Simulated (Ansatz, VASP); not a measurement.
# TaSi: VASP beside Ansatz

```
Ta Si
1.0
     3.15797    0.00000    0.00000
     0.00000    3.15797    0.00000
     0.00000    0.00000    3.15797
Ta Si
1 1
Direct
  0.00000 0.00000 0.00000
  0.50000 0.50000 0.50000
```

Alike in both runs: functional PBE; k mesh 13 × 13 × 13; occupations fermi-dirac, width 0.05 eV; no spin polarisation.

Ansatz relaxed the structure, and its values are those at the end. VASP's run is a single point on that final structure, the one shown.

```csv
,VASP,Ansatz
version,VASP 6.6.1,Ansatz 0.2.0
potentials or method,"VASP PAW PBE potentials, release 64 (Ta_pv, Si)","PAW with Ansatz's default frozen-core files, scalar-relativistic"
plane-wave cutoff (eV),520,420
valence electrons in the cell,15,17
```

Ansatz gave:

```
pressure (GPa) : -1.0
```

Question: Estimate VASP's values.

Answer: Pressure (GPa): -0.8.

The two sets of potentials don't hold the same shells in valence.

The runs have no spin-orbit coupling, so splittings on Ta are missing.
